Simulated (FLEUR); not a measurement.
# HfO2 (Fm-3m) in FLEUR: single point with PBE

Aim: the single point of HfO2 with PBE.

Everything below comes from runs of FLEUR MaX-R8.1 (later development tree). Logs are shortened: lines on timing, memory, paths and dates and some standing lists are left out, and cuts for length are marked.

### 1 The structure

Symmetry: Fm-3m, No. 225, cubic system. The conventional cell has a = 5.115 Å, b = 5.115 Å, c = 5.115 Å, α = 90.00°, β = 90.00°, γ = 90.00°. Around Hf (site symmetry m-3m) lie 8 O at 2.21 Å. O (site symmetry -43m) has 4 Hf at 2.21 Å as nearest neighbours.

Measurements of this composition are mostly on another form, of space group No. 14.

### 2 Single point, PBE

Contents of inp.xml:

```xml
<?xml version="1.0" encoding="UTF-8" standalone="no"?>
<fleurInput fleurInputVersion="0.39">
   <comment>
      HfO2                                                                                                
   </comment>
   <calculationSetup>
      <cutoffs Kmax="4.86" Gmax="15.1" GmaxXC="15.1" numbands="0"/>
      <scfLoop itmax="60" minDistance="0.00001" maxIterBroyd="15" imix="Anderson" alpha="0.05" precondParam="0.0" spinf="2.0" sdNocoIR="T"/>
      <coreElectrons ctail="T" frcor="F" kcrel="0" coretail_lmax="0"/>
      <xcFunctional name="pbe" relativisticCorrections="F"/>
      <magnetism jspins="1"/>
      <soc l_soc="F" theta="0.0" phi="0.0" spav="F"/>
      <expertModes spex="0" secvar="F"/>
      <geometryOptimization l_f="T" forcealpha="1.0" forcemix="BFGS" epsdisp="0.0005" epsforce="0.0002"/>
      <ldaU l_linMix="F" mixParam="0.05" spinf="1.0"/>
   </calculationSetup>
   <cell>
      <bzIntegration valenceElectrons="38.0" mode="hist" fermiSmearingEnergy="0.00183747">
         <kPointListSelection listName="default-1"/>
         <!-- k-points included here -->
         <xi:include xmlns:xi="http://www.w3.org/2001/XInclude" href="kpts.xml"> </xi:include>
      </bzIntegration>
      <!-- symmetry operations included here -->
      <xi:include xmlns:xi="http://www.w3.org/2001/XInclude" href="sym.xml"> </xi:include>
      <bulkLattice scale="1.0">
         <bravaisMatrix>
            <row-1>    0.0000000000000000     4.8329745636645001     4.8329745636645001</row-1>
            <row-2>    4.8329745636645001     0.0000000000000000     4.8329745636645001</row-2>
            <row-3>    4.8329745636645001     4.8329745636645001     0.0000000000000000</row-3>
         </bravaisMatrix>
      </bulkLattice>
   </cell>
   <atomSpecies>
      <species name="Hafnium (Hf)" element="Hf" atomicNumber="72">
         <mtSphere radius="2.32" gridPoints="791" logIncrement="0.017"/>
         <atomicCutoffs lmax="10" lnonsphr="8"/>
         <electronConfig flipSpins="F">
            <coreConfig>(1s1/2) (2s1/2) (2p1/2) (2p3/2) (3s1/2) (3p1/2) (3p3/2) (4s1/2) (3d3/2) (3d5/2) (4p1/2) (4p3/2) (4d3/2) (4d5/2)</coreConfig>
            <valenceConfig>(5s1/2) (5p1/2) (5p3/2) (6s1/2) (4f5/2) (4f7/2) (5d3/2) (5d5/2)</valenceConfig>
            <stateOccupation state="(5d3/2)" spinUp="0.400000" spinDown="0.400000"/>
            <stateOccupation state="(5d5/2)" spinUp="0.600000" spinDown="0.600000"/>
         </electronConfig>
         <energyParameters s="6" p="6" d="5" f="4"/>
         <lo type="SCLO" l="0" n="5" eDeriv="0"/>
         <lo type="SCLO" l="1" n="5" eDeriv="0"/>
         <lo type="SCLO" l="2" n="5" eDeriv="2"/>
         <lo type="SCLO" l="3" n="4" eDeriv="2"/>
      </species>
      <species name="Oxygen (O)" element="O" atomicNumber="8">
         <mtSphere radius="1.44" gridPoints="489" logIncrement="0.022"/>
         <atomicCutoffs lmax="8" lnonsphr="6"/>
         <electronConfig flipSpins="F">
            <coreConfig>(1s1/2)</coreConfig>
            <valenceConfig>(2s1/2) (2p1/2) (2p3/2)</valenceConfig>
            <stateOccupation state="(2p1/2)" spinUp="0.666667" spinDown="0.666667"/>
            <stateOccupation state="(2p3/2)" spinUp="1.333333" spinDown="1.333333"/>
         </electronConfig>
         <energyParameters s="2" p="2" d="3" f="4"/>
         <lo type="SCLO" l="0" n="2" eDeriv="2"/>
         <lo type="SCLO" l="1" n="2" eDeriv="2"/>
         <lo type="SCLO" l="2" n="3" eDeriv="2"/>
      </species>
   </atomSpecies>
   <atomGroups>
      <atomGroup species="Hafnium (Hf)">
         <relPos label="                   1">.0000000000 .0000000000 .0000000000</relPos>
         <force calculate="T" relaxXYZ="TTT"/>
      </atomGroup>
      <atomGroup species="Oxygen (O)">
         <relPos label="                   2">-1.000/4.000 -1.000/4.000 -1.000/4.000</relPos>
         <relPos label="                   3">1.000/4.000 1.000/4.000 1.000/4.000</relPos>
         <force calculate="T" relaxXYZ="TTT"/>
      </atomGroup>
   </atomGroups>
   <output dos="F" band="F" slice="F">
      <checks vchk="F" cdinf="F"/>
      <bandDOS minEnergy="-.5*Htr" maxEnergy="0.5*Htr" sigma="0.015" storeEVData="T"/>
      <vacuumDOS vacdos="F" integ="F" star="F" nstars="0" locx1="0.0" locy1="0.0" locx2="0.0" locy2="0.0" nstm="0" tworkf="0.0"/>
      <unfoldingBand unfoldBand="F" supercellX="1" supercellY="1" supercellZ="1"/>
      <plotting iplot="0" polar="F">
         <plot TwoD="T" vec1="  1.0  0.0  0.0" vec2="  0.0  1.0  0.0" vec3="  0.0  0.0  1.0" zero="  0.0  0.0  0.0" file="plot"/>
      </plotting>
      <chargeDensitySlicing numkpt="0" minEigenval="0.0" maxEigenval="0.0" nnne="0" pallst="F"/>
      <specialOutput eonly="F"/>
      <moessbauerParams electricFieldGradient="T" isomerShift="T" coreHyperfine="T" valenceHyperfine="T"/>
      <magneticCircularDichroism mcd="F" energyLo="-10.0" energyUp="0.0"/>
   </output>
  <!-- We include the file relax.xml here to enable relaxations (see documentation) -->
  <xi:include xmlns:xi="http://www.w3.org/2001/XInclude" href="relax.xml"> <xi:fallback/> </xi:include>
</fleurInput>
```

Contents of crystal.txt:

```
HfO2
&input cartesian=F /
0.0000000000  2.5575000000  2.5575000000
2.5575000000  0.0000000000  2.5575000000
2.5575000000  2.5575000000  0.0000000000
1.8897261246
1.0 1.0 1.0

3
72 0.0000000000  0.0000000000  0.0000000000
8 0.7500000000  0.7500000000  0.7500000000
8 0.2500000000  0.2500000000  0.2500000000

&kpt div1=9 div2=9 div3=9 gamma=T /
```

Potentials or basis: all-electron, FLAPW.

On the command line:

```sh
$ inpgen -f crystal.txt -profile fastHighL
$ # inp.xml edited to the form shown
$ fleur_MPI
```

What it wrote:

```text
Welcome to FLEUR        (www.flapw.de)
      MaX-Release 8.1          (www.max-centre.eu)

 ========== k-point set info ==========
 Selected k-point list: default-1
 k-point list type: mesh
 9 x 9 x 9
 Number of k points: 35

 ------------Calculation Setup---------------------------
 Number of MPI-tasks      :            1
 Number of PE/node        :            1
 Number of OMP-threads    :            1
 Most efficient MPI parallelization for:
           1           5           7          35
 Additional eigenvalue parallelization possible
 Number of basis functions:          532
 Approximate size of matrices (H+S) per k-point:         0.004 GB
 --------------------------------------------------------
 Iteration:     1   Distance:      32.13832145 me/bohr^3
 Iteration:     2   Distance:      27.35044447 me/bohr^3
 Iteration:     3   Distance:       9.33125822 me/bohr^3
 Iteration:     4   Distance:       9.26925764 me/bohr^3
 Iteration:     5   Distance:       4.79328513 me/bohr^3
 Iteration:     6   Distance:       1.45377085 me/bohr^3
 Iteration:     7   Distance:       0.92332582 me/bohr^3
 Iteration:     8   Distance:       0.12527259 me/bohr^3
 Iteration:     9   Distance:       0.10776007 me/bohr^3
 Iteration:    10   Distance:       0.02953736 me/bohr^3
 Iteration:    11   Distance:       0.00519358 me/bohr^3
 Iteration:    12   Distance:       0.00228040 me/bohr^3
 Iteration:    13   Distance:       0.00012206 me/bohr^3
 Iteration:    14   Distance:       0.00018188 me/bohr^3
 Iteration:    15   Distance:       0.00001491 me/bohr^3
 Iteration:    16   Distance:       0.00001363 me/bohr^3
 Iteration:    17   Distance:       0.00000961 me/bohr^3

 ********************************************************************
 Run finished successfully
 Stop message:
   Structural relaxation: Done
 ********************************************************************
```

Run time: 90 s. Hardware: 1 thread of Arm Neoverse V1, shared host; peak memory 0.07 GiB.

Results:

| Property | Result |
| --- | --- |
| Free energy | -414934.9103 eV |
| Band gap on the k mesh | 3.82 eV, indirect (least direct gap 3.93 eV) |
| Valence electrons inside the program's atomic spheres | Hf 23.05; O 4.70 (radii Hf 2.32, O 1.44 bohr) |

Levels at points of the mesh, in eV from the valence-band top:
| k point | band 15 | band 16 | band 17 | band 18 | band 19 | band 20 | band 21 | band 22 | band 23 | band 24 |
| --- | --- | --- | --- | --- | --- | --- | --- | --- | --- | --- |
| (0.00, 0.00, 0.00) | -5.18 | -5.18 | -0.55 | -0.55 | -0.55 | 3.87 | 3.87 | 5.62 | 10.17 | 10.17 |

Core levels (eV from the Fermi level):
| atom | levels |
| --- | --- |
| 1 Hf | 1s1/2 -65195.9, 2s1/2 -11137.8, 2p1/2 -10636.1, 2p3/2 -9444.2, 3s1/2 -2533.2, 3p1/2 -2311.1, 3p3/2 -2055.6, 4s1/2 -505.7, 3d3/2 -1680.1, 3d5/2 -1624.3, 4p1/2 -414.7, 4p3/2 -356.3, 4d3/2 -206.9, 4d5/2 -196.2 |
| 2 O | 1s1/2 -504.1 |
| 3 O | 1s1/2 -504.1 |

Caveat: spin-orbit coupling is left out, which moves the levels of the heavy elements; an odd mesh through Γ misses points on the zone boundary, where band edges often lie.
